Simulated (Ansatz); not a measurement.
Wires are cut from relaxed bulk HfN (Fm-3m, 11.76 Å³/atom, gap on the mesh 0.00 eV); atoms and period are relaxed, and energies count from that bulk.

These are results of Ansatz 0.2.0, DFT PBE, scalar-relativistic, plane waves, PAW, not measurements.

Cutoff 420 eV, Gaussian smearing of 0.05 eV, energies at zero smearing, symmetry of each start kept, no spin polarisation.

```
                             start atoms k mesh excess energy (eV per host atom) line energy (eV/Å) period (Å) gap on the mesh (eV)
[110] wire, 10 host atoms a period     10  1×1×17                             0.992               3.138       3.162                     0
[110] wire, 12 host atoms a period     12  1×1×17                             1.026               3.732       3.298                  0.04
```

Spin-orbit coupling is left out, which matters for the bands of heavy elements. An odd mesh misses points on the zone edge, so a gap read on it can be too wide. Spin polarisation was left out, and a magnetic state may lie lower.

Gaps under about 0.2 eV rest on few k points and may close between them. Each run keeps its start's symmetry and one magnetic start, so lower states can exist.

Cost: 2 runs of about 61 core-minutes in all, on AMD EPYC 7R43 (Zen 3) (shared hosts).